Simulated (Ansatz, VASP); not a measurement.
AlN in VASP and in Ansatz

INCAR

```
  PREC = Accurate
  ENCUT = 520
  EDIFF = 1E-6
  ISMEAR = -1
  SIGMA = 0.05
  LREAL = F
  LASPH = T
  NELM = 60
  ALGO = Normal
  ISIF = 2
  LWAVE = F
  LCHARG = F
  NBANDS = 11
```

File KPOINTS:

```
regular mesh
0
Gamma
  10 10 10
```

File POSCAR:

```
AlN
1.0
    0.0000000000      2.1394097525      2.1394097525
    2.1394097525      0.0000000000      2.1394097525
    2.1394097525      2.1394097525      0.0000000000
Al N
1 1
Direct
    0.0000000000      0.0000000000      0.0000000000
    0.2500000000      0.2500000000      0.2500000000
```

The input input.yaml:

```yaml
crystal:
  lattice:
    - [0.0, 2.1394097525, 2.1394097525]
    - [2.1394097525, 0.0, 2.1394097525]
    - [2.1394097525, 2.1394097525, 0.0]
  atoms:
    - { symbol: Al, position: [0.0, 0.0, 0.0] }
    - { symbol: "N", position: [0.25, 0.25, 0.25] }
kpoints:
  mp_grid: { grid: [10, 10, 10] }
scf:
  occupations: { method: fermi_dirac, width: 0.05 }
hamiltonian:
  xc: lda
  pseudopotentials: { kind: all_electron, lapw: { basis_error: 0.001 } }
output:
  forces: true
  stress: true
  eigenvalues: true
```

Change from the starting cell: volume scaled by 0.94.

Alike in both runs: task single point; functional LDA; k mesh 10 × 10 × 10; occupations fermi-dirac, width 0.05 eV; no spin polarisation.

```csv
,VASP,Ansatz
version,VASP 6.6.1,Ansatz 0.2.0
potentials or method,"VASP PAW LDA potentials, release 64 (Al, N)","all-electron LAPW, scalar-relativistic"
plane-wave cutoff (eV),520,see its input
```

Ansatz gave:

```
gap on the k mesh at the Fermi level (eV) : 3.26
least direct gap on the mesh (eV)         : 4.79
pressure (GPa)                            : 10.1
```

Problem. Estimate VASP's values.

Solution. gap on the k mesh at the Fermi level (eV): 3.25; least direct gap on the mesh (eV): 4.80; pressure (GPa): 10.9.

Ansatz ran all-electron here, so the differences hold the error of VASP's frozen core and of both bases.

A k mesh can miss the band edges.
